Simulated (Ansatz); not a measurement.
**Relaxation of CuI**

Theory: DFT PBEsol, scalar-relativistic, plane waves, PAW in Ansatz. Settings: 420 eV cutoff, 8×8×4 k-mesh, Gaussian smearing of 0.02 eV, no spin polarisation.

What was changed: equal strain along all axes, cell held, atoms relaxed: +2.0 %.

Command:

```bash
ansatz run input.yaml --threads 1 --pin off --max-ram 2560MiB --backend cpu --events-out ev --progress --plain --runs-dir out
```

Input:

```yaml
crystal:
  lattice:
    - [4.0820214036, 0.0, 0.0]
    - [0.0, 4.0820214036, 0.0]
    - [0.0, 0.0, 6.6101315424]
  atoms:
    - { symbol: Cu, position: [0.5, 0.5, 0.0] }
    - { symbol: Cu, position: [0.0, 0.0, 0.0] }
    - { symbol: I, position: [0.5, 0.0, 0.2615207977] }
    - { symbol: I, position: [0.0, 0.5, 0.7384792023] }
basis:
  ecutwfc: 420
kpoints:
  mp_grid: { grid: [8, 8, 4] }
hamiltonian:
  xc: pbesol
scf:
  occupations: { method: gaussian, width: 0.02 }
output:
  forces: true
  stress: true
  eigenvalues: true
relax:
  adjacent_minimum: "off"
  f_tol: 0.008
  max_steps: 40
```

F is the free energy.

Steps:

| step | F − F(1) (eV) | largest force component (eV/Å) |
| --- | --- | --- |
| 1 | 0.0000 | 0.505 |
| 2 | -0.0302 | 0.243 |
| 3 | -0.0377 | 0.011 |
| 4 | -0.0377 | 0.011 |
| 5 | -0.0377 | 0.000 |

Relaxed structure:

```cif
data_structure
_symmetry_space_group_name_H-M 'P 1'
_symmetry_Int_Tables_number 1
_cell_length_a 4.0820
_cell_length_b 4.0820
_cell_length_c 6.6101
_cell_angle_alpha 90.000
_cell_angle_beta 90.000
_cell_angle_gamma 90.000
_cell_volume 110.14
loop_
_atom_site_label
_atom_site_type_symbol
_atom_site_fract_x
_atom_site_fract_y
_atom_site_fract_z
_atom_site_occupancy
Cu1 Cu 0.50000 0.50000 0.00000 1
Cu2 Cu 0.00000 0.00000 0.00000 1
I1 I 0.50000 0.00000 0.25051 1
I2 I 0.00000 0.50000 0.74949 1
```

It takes space group P4/nmm (No. 129, tetragonal). Conventional cell: a = 4.082 Å, b = 4.082 Å, c = 6.610 Å, α = 90.00°, β = 90.00°, γ = 90.00°. Cu (site symmetry -4m2) is surrounded by 4 I at 2.63 Å and 4 Cu at 2.89 Å. Around I (site symmetry 4mm) lie 4 Cu at 2.63 Å.

The run converged. Time: 50 s on 1 thread of Arm Neoverse V2, with other jobs on the host, peak memory 0.46 GiB.